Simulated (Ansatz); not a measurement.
# W (Im-3m) in Ansatz: settings compared

One crystal, W, is run at these levels: r2SCAN+rVV10, LDA, PBE; tasks: relaxation of cell and atoms.

Program: Ansatz 0.2.0. These are calculated values, not measurements. Logs are shortened: lines on timing, memory, paths and dates and some standing lists are left out, and cuts for length are marked.

## 1. Starting point

The structure is cubic, space group Im-3m (No. 229). The conventional cell has a = 3.165 Å, b = 3.165 Å, c = 3.165 Å, α = 90.00°, β = 90.00°, γ = 90.00°. W (site symmetry m-3m) has 8 W at 2.74 Å as nearest neighbours.

## 2. Relaxation of cell and atoms, r2SCAN+rVV10

The input, input.yaml:

```yaml
crystal:
  lattice:
    - [-1.582345, 1.582345, 1.582345]
    - [1.582345, -1.582345, 1.582345]
    - [1.582345, 1.582345, -1.582345]
  atoms:
    - { symbol: W, position: [0.0, 0.0, 0.0] }
hamiltonian:
  xc: r2scan
  pseudopotentials: { kind: paw }
  dispersion: rvv10
kpoints:
  mp_grid: { grid: [12, 12, 12] }
scf:
  occupations: { method: fermi_dirac, width: 0.05 }
output:
  forces: true
  stress: true
  eigenvalues: true
relax:
  f_tol: 0.01
  max_steps: 40
  cell: { stress_tol: 0.05 }
```

Potentials or basis: Ansatz PAW.

Command:

```bash
$ ansatz run input.yaml --threads 2 --pin off --max-ram 5632MiB --backend cpu --events-out ev --progress --plain --runs-dir out
```

Log:

```text
Warning: RAYON_NUM_THREADS=2 ignored (pool sized by the plan → 2); use --threads N
Engine: ansatz 0.2.0, aarch64-unknown-linux-gnu
Pseudopotentials: kind: paw
Pseudopotential: W, paw, valence charge 14, recommended cutoff 500 eV (meta_gga), W.paw.azcp
Functional definition: r2SCAN+rVV10
  parameter k0 = 0.174
  parameter k1 = 0.065
  parameter a1 = 4.9479
  exchange = r2scan_x(k0 = k0, k1 = k1, a1 = a1)
  correlation = r2scan_c + rvv10(11.95, 0.0093)
Crystal: 1 atoms, lattice volume = 15.848 Å³
Basis set: ecut = 500 eV, 381 PW (Γ), exchange–correlation on 96×96×96 points (64 copies of the dense FFT grid, shifted against one another)
Bands: 11, of which v1, the nominal top of the filled ones, is band 7 counted from 1 (6 counted from 0)
Symmetry: 48 space group operations
Space group: Im-3m (ITA 229), of the structure as read, at distance tolerance 2.5e-5 Å
k-points: 72 of 1728
Non-local potential: W, projectors of the file, l = 0: 3, l = 1: 2, l = 2: 2, l = 3: 1
PAW form: soft (Blöchl's): semilocal exchange-correlation on the pseudo side does not see the compensation charge
rVV10 density: all electrons in the spheres
PAW frozen core: W, regenerated for the run's functional (the file was generated under x = pbe(κ = 0.804, μ = 0.2195149727645171), c = pbe(β = 0.06672455060314922))
PAW one-centre angular grid: W, 590 points (default); XC on 160 Gauss nodes
Initial density: superposition of atomic densities (neutral atoms: chi_scale 0, normalization atom), corrected by the library's trained network
Initial wavefunctions: pseudopotential atomic-orbital guess
Functional: x = r2scan, c = r2scan + rvv10(b = 11.95, C = 0.0093); τ floored in thin density (d = 2e-4 eV/Å³)
SCF iter   1: F=—  HF=-10394.510352 eV  |F-HF|=—  |Δ(HF+E_count)|=         —  Δρ=5.89e-3  dr2=1.28e-3  dr2_τ=5.11e-2  ethr=1.77e-3  ⟨swp⟩=5.4  Hψ=4786  notcnv=0
preconditioner: auto → none  [metal: Δε(μ)=0.044 eV  Ē_g=9.543 eV  σ=0.050 eV  W_gap=0.21  n_scr=0 (ndim 8)  ℏωp=22.8 eV  f_vac=0.000  D(μ)=0.47/eV (n_scr^D=0)]
SCF iter   2: F=—  HF=-10394.528056 eV  |F-HF|=—  |Δ(HF+E_count)|=   1.77e-2  Δρ=3.71e-3  dr2=5.14e-4  dr2_τ=1.47e-4  ethr=9.16e-6  ⟨swp⟩=2.0  Hψ=2083  notcnv=0  defer=6
SCF iter   3: F=—  HF=-10394.528613 eV  |F-HF|=—  |Δ(HF+E_count)|=   5.58e-4  Δρ=4.33e-4  dr2=2.65e-5  dr2_τ=8.68e-6  ethr=3.67e-6  ⟨swp⟩=2.2  Hψ=1190  notcnv=0  defer=6
SCF iter   4: F=—  HF=-10394.528610 eV  |F-HF|=—  |Δ(HF+E_count)|=   3.28e-6  Δρ=2.18e-4  dr2=2.21e-6  dr2_τ=1.21e-6  ethr=1.89e-7  ⟨swp⟩=2.0  Hψ=1160  notcnv=0  defer=6
SCF iter   5: F=—  HF=-10394.528612 eV  |F-HF|=—  |Δ(HF+E_count)|=   1.55e-6  Δρ=5.69e-5  dr2=1.60e-7  dr2_τ=4.41e-8  ethr=1.58e-8  ⟨swp⟩=2.0  Hψ=1135  notcnv=0  defer=6
SCF iter   6: F=-10394.528612 eV  HF=-10394.528612 eV  |F-HF|=1.18e-10  |Δ(HF+E_count)|=   4.73e-8  Δρ=2.40e-6  dr2=2.88e-10  dr2_τ=2.18e-11  ethr=7.14e-10  ⟨swp⟩=4.8  Hψ=2788  notcnv=0
SCF 1 converged in 6 iterations: F = -10394.528612 eV  dr2 = 2.88e-10
relax step   1: F+E_penalty+E_count = -10394.52861180 eV  Δ(F+E_penalty+E_count) = +0.000e0 eV  max|allowed force component| = 0.000e0 eV/Å  Δτ_max = 0.0000 Å  P = -0.813 GPa  Ω = 15.848 Å³  (6 SCF iters, dr2 threshold 1.00e-7 eV, accepted)
Crystal: 1 atoms, lattice volume = 15.696 Å³
rVV10 density: all electrons in the spheres
Initial density: handed on by an earlier stage of this run
Initial wavefunctions: those handed on with the density
iter 1 solved again at ethr=1.91e-7 eV; its pass at ethr=3.10e-3 eV (dr2=2.67e-5 eV) is discarded
SCF iter   1: F=—  HF=-10394.526184 eV  |F-HF|=—  |Δ(HF+E_count)|=         —  Δρ=3.87e-4  dr2=1.44e-5  dr2_τ=1.87e-3  ethr=1.91e-7  ⟨swp⟩=2.1  Hψ=5617  notcnv=0
preconditioner: auto → none  [metal: Δε(μ)=0.040 eV  Ē_g=9.642 eV  σ=0.050 eV  W_gap=0.19  n_scr=0 (ndim 8)  ℏωp=23.0 eV  f_vac=0.000  D(μ)=0.49/eV (n_scr^D=0)]
SCF iter   2: F=—  HF=-10394.527973 eV  |F-HF|=—  |Δ(HF+E_count)|=   1.79e-3  Δρ=2.42e-4  dr2=2.65e-6  dr2_τ=1.29e-6  ethr=1.03e-7  ⟨swp⟩=2.9  Hψ=1397  notcnv=0
SCF iter   3: F=—  HF=-10394.527980 eV  |F-HF|=—  |Δ(HF+E_count)|=   6.06e-6  Δρ=1.35e-4  dr2=7.93e-7  dr2_τ=2.82e-7  ethr=1.89e-8  ⟨swp⟩=2.8  Hψ=1341  notcnv=0
SCF iter   4: F=-10394.527981 eV  HF=-10394.527981 eV  |F-HF|=1.98e-9  |Δ(HF+E_count)|=   1.78e-6  Δρ=4.35e-6  dr2=1.07e-9  dr2_τ=5.00e-10  ethr=7.14e-10  ⟨swp⟩=4.3  Hψ=3881  notcnv=0
SCF 2 converged in 4 iterations: F = -10394.527981 eV  dr2 = 1.07e-9
relax step   2: F+E_penalty+E_count = -10394.52798130 eV  Δ(F+E_penalty+E_count) = +6.305e-4 eV  max|allowed force component| = 0.000e0 eV/Å  Δτ_max = 0.0000 Å  P = +2.343 GPa  Ω = 15.696 Å³  energy of the carried Pulay correction = +8.185e-5 eV  (4 SCF iters, dr2 threshold 1.00e-7 eV, rejected (line search))
Crystal: 1 atoms, lattice volume = 15.808 Å³
rVV10 density: all electrons in the spheres
iter 1 solved again at ethr=1.03e-7 eV; its pass at ethr=3.10e-3 eV (dr2=1.44e-5 eV) is discarded
SCF iter   1: F=—  HF=-10394.527712 eV  |F-HF|=—  |Δ(HF+E_count)|=         —  Δρ=2.81e-4  dr2=7.32e-6  dr2_τ=1.04e-3  ethr=1.03e-7  ⟨swp⟩=2.1  Hψ=5525  notcnv=0
preconditioner: auto → none  [metal: Δε(μ)=0.111 eV  Ē_g=9.562 eV  σ=0.050 eV  W_gap=0.42  n_scr=0 (ndim 8)  ℏωp=22.9 eV  f_vac=0.000  D(μ)=0.43/eV (n_scr^D=0)]
SCF iter   2: F=—  HF=-10394.528728 eV  |F-HF|=—  |Δ(HF+E_count)|=   1.02e-3  Δρ=1.80e-4  dr2=1.40e-6  dr2_τ=6.57e-7  ethr=5.23e-8  ⟨swp⟩=2.9  Hψ=1401  notcnv=0
SCF iter   3: F=—  HF=-10394.528733 eV  |F-HF|=—  |Δ(HF+E_count)|=   4.19e-6  Δρ=9.55e-5  dr2=3.90e-7  dr2_τ=1.44e-7  ethr=1.00e-8  ⟨swp⟩=3.0  Hψ=1327  notcnv=0
SCF iter   4: F=—  HF=-10394.528734 eV  |F-HF|=—  |Δ(HF+E_count)|=   9.03e-7  Δρ=4.92e-6  dr2=1.33e-9  dr2_τ=1.70e-9  ethr=2.78e-9  ⟨swp⟩=2.0  Hψ=1291  notcnv=0
SCF iter   5: F=—  HF=-10394.528734 eV  |F-HF|=—  |Δ(HF+E_count)|=   1.26e-9  Δρ=1.32e-6  dr2=1.42e-10  dr2_τ=9.63e-12  ethr=9.48e-12  ⟨swp⟩=2.8  Hψ=1237  notcnv=0
SCF iter   6: F=—  HF=-10394.528734 eV  |F-HF|=—  |Δ(HF+E_count)|=  8.91e-11  Δρ=4.33e-7  dr2=1.27e-11  dr2_τ=3.24e-12  ethr=1.01e-12  ⟨swp⟩=2.8  Hψ=1328  notcnv=0
SCF iter   7: F=-10394.528734 eV  HF=-10394.528734 eV  |F-HF|=1.82e-12  |Δ(HF+E_count)|=  1.64e-11  Δρ=1.60e-7  dr2=2.01e-12  dr2_τ=4.75e-13  ethr=1.00e-12  ⟨swp⟩=5.5  Hψ=2858  notcnv=0
SCF 3 converged in 7 iterations: F = -10394.528734 eV  dr2 = 2.01e-12
relax step   3: F+E_penalty+E_count = -10394.52873355 eV  Δ(F+E_penalty+E_count) = -1.217e-4 eV  max|allowed force component| = 0.000e0 eV/Å  Δτ_max = 0.0000 Å  P = -0.007 GPa  Ω = 15.808 Å³  energy of the carried Pulay correction = +2.115e-5 eV  (7 SCF iters, accepted)
rVV10 density: all electrons in the spheres
Initial wavefunctions: pseudopotential atomic-orbital guess (no wavefunctions were taken with the density)
iter 1 solved again at ethr=1.59e-8 eV; its pass at ethr=3.10e-3 eV (dr2=2.23e-6 eV) is discarded
SCF iter   1: F=—  HF=-10394.528710 eV  |F-HF|=—  |Δ(HF+E_count)|=         —  Δρ=8.55e-6  dr2=1.13e-9  dr2_τ=1.47e-8  ethr=1.59e-8  ⟨swp⟩=3.2  Hψ=6860  notcnv=0
preconditioner: auto → none  [metal: Δε(μ)=0.112 eV  Ē_g=9.565 eV  σ=0.050 eV  W_gap=0.42  n_scr=0 (ndim 8)  ℏωp=22.9 eV  f_vac=0.000  D(μ)=0.45/eV (n_scr^D=0)]
SCF iter   2: F=—  HF=-10394.528712 eV  |F-HF|=—  |Δ(HF+E_count)|=   2.06e-6  Δρ=4.22e-6  dr2=2.71e-10  dr2_τ=7.81e-10  ethr=8.09e-12  ⟨swp⟩=3.2  Hψ=1403  notcnv=0
SCF iter   3: F=-10394.528712 eV  HF=-10394.528712 eV  |F-HF|=3.64e-12  |Δ(HF+E_count)|=  9.46e-10  Δρ=1.89e-7  dr2=3.09e-12  dr2_τ=5.23e-12  ethr=1.00e-12  ⟨swp⟩=4.8  Hψ=4170  notcnv=0
SCF 4 converged in 3 iterations: F = -10394.528712 eV  dr2 = 3.09e-12
relax step   4: F+E_penalty+E_count = -10394.52871224 eV  Δ(F+E_penalty+E_count) = +2.131e-5 eV  max|allowed force component| = 0.000e0 eV/Å  Δτ_max = 0.0000 Å  P = -0.008 GPa  Ω = 15.808 Å³  stress off target by 8.10e-3 GPa  SCF on the basis re-selected at this cell (its energy is not comparable with the rows above)  (3 SCF iters)
basis re-selected at this cell: Δ(F+E_penalty+E_count) = +2.131e-5 eV, ΔP = -0.001 GPa vs the last step (what re-selecting the basis moved, of the pressure what is left beyond the Pulay correction that the steps carried, after the strain that the cell walked since its last selection, with what the two solves' SCF thresholds leave and, on support functions, any second-order correction that the steps lacked; it is no measure of the basis error at this ecutwfc). This SCF's stress stands 8.10e-3 GPa from its target on what of the cell is left free (relax.cell.stress_tol is 5.00e-2 GPa) and its largest allowed force component is 0.00e0 eV/Å (relax.f_tol is 1.00e-2 eV/Å): within both
SCF converged after 3 iterations
Free energy (F): -10394.528712 eV
Harris-Foulkes:  -10394.528712 eV  (|F-HF|=3.64e-12)
Internal energy: -10394.525083 eV  (E = F + TS)
E sigma→0 (E₀):  -10394.526898 eV
Entropy (-TS):   -0.003629 eV (-3.629 meV/atom)
Fermi energy:    22.385164 eV
--- Per-component energies (eV) ---
  E_band       = -95.241786
  E_kinetic    = 450.910384
  E_local      = -596.838727  (includes V_loc(G=0)·N_el)
  E_nonlocal   = 0.857916
  E_hartree    = 214.804808
  E_xc         = -246.474719
  E_vxc        = -260.088587  (∫ρ·V_xc dr)
  E_paw        = -8593.086078  (= ΣΔE_a)
  E_vpaw       = -133.097658  (= ΣTr[D̂ρ^β])
  E_aug_tail   = -0.000031  (compensation charges beyond the density's cutoff)
  E_vtau       = 13.405349  (kinetic-family band-sum trace: ∫τ·v_τ [+ j·A + Jᵃ·Aᵃ] dr)
  E_ewald      = -1624.110686
  E_core_change = -0.587949  (= ΣΔE_core)
  E_smearing   = -0.003629  (= −TS)
  E_closure    = 0.000000  (closes the sum)
  Σ components = -10394.528712   (vs F -10394.528712, Δ=0.00e0)
--- Forces (eV/Å), atoms counted from 1 ---
  atom   1  W     -0.00000000     0.00000000    -0.00000000
  max |Σ_I F_I| component: 1.64e-32 eV/Å
--- Stress (GPa, compression-positive) ---
       -0.008097       0.000000       0.000000
       -0.000000      -0.008097       0.000000
        0.000000       0.000000      -0.008097
  P = ⅓ Tr σ = -0.0081 GPa (-0.081 kbar)
--- Band table (eV; the first three rows and the last of 72) ---
  k-point 0: bands = ["-53.5001", "-16.4027", "-16.4027", "-16.4027", "12.3742", "21.2195", "21.2195", "21.2195", "25.0687", "25.0687", "37.6707"]
  k-point 1: bands = ["-53.4901", "-16.5033", "-16.4338", "-16.4032", "12.7244", "21.0076", "21.1634", "21.5585", "24.7442", "25.0702", "37.9570"]
  k-point 2: bands = ["-53.4627", "-16.7719", "-16.5180", "-16.4045", "13.6819", "20.4749", "20.8985", "22.5493", "24.3051", "25.1105", "38.4327"]
  k-point 71: bands = ["-53.2382", "-17.3707", "-17.3707", "-17.3707", "16.4682", "16.4682", "27.8661", "27.8661", "27.8661", "31.0949", "31.0949"]
--- Relaxed structure (3 steps of the walk, 2 accepted, 1 SCFs on fresh bases) ---
  F+E_penalty+E_count = -10394.52871224 eV   max|allowed force component| = 0.000e0 eV/Å   (the final SCF, on the basis selected at the relaxed cell)
  cell:  # Å, volume = 15.8083 Å³
    - [-1.5810375027980652, 1.5810375027980652, 1.5810375027980652]
    - [1.5810375027980652, -1.5810375027980652, 1.5810375027980652]
    - [1.5810375027980652, 1.5810375027980652, -1.5810375027980652]
  atoms:
    - { symbol: W, position: [0.0, 0.0, 0.0] }
```

Wall time 5.9 s (2 threads of Arm Neoverse V2, shared host); peak memory 0.35 GiB.

Results:

```
Free energy                            : -10394.5287 eV
Relaxed volume                         : 15.81 Å³/atom
Relaxed cell                           : a = 2.738 Å, b = 2.738 Å, c = 2.738 Å, α = 109.47°, β = 109.47°, γ = 109.47°
Space group after relaxing (to 0.05 Å) : Im-3m (No. 229)
Energy gained by relaxing              : 0.1 meV/atom
Ionic steps                            : 3
Pressure after relaxing                : 0.0 GPa
Band gap on the k mesh                 : none (metal or under the smearing width)
```

Final structure:
```yaml
crystal:
  lattice:
    - [-1.58104, 1.58104, 1.58104]
    - [1.58104, -1.58104, 1.58104]
    - [1.58104, 1.58104, -1.58104]
  atoms:
    - { symbol: W, position: [0.00000, 0.00000, 0.00000] }
```

Levels at points of the mesh, in eV from the Fermi level:
```tsv
k point	band 4	band 5	band 6	band 7	band 8	band 9	band 10	band 11
(0.00, 0.00, 0.00)	-38.79	-10.01	-1.17	-1.17	-1.17	2.68	2.68	15.29
(0.00, 0.00, -0.50)	-38.80	-6.44	-3.63	0.68	2.53	3.59	6.50	11.86
(-0.50, -0.50, -0.50)	-39.76	-5.92	-5.92	5.48	5.48	5.48	8.71	8.71
```

Caveat: the plane-wave basis is chosen anew once the cell has moved, so the energies of steps on either side of that aren't comparable; pairwise dispersion overbinds metals, which lowers pressure and volume; the PAW data sets come from PBE, with cores solved anew for the run's functional, which leaves a small shift of forces and pressure. Spin-orbit coupling is left out, which matters for the levels of W.

[end of part 1 of 2]
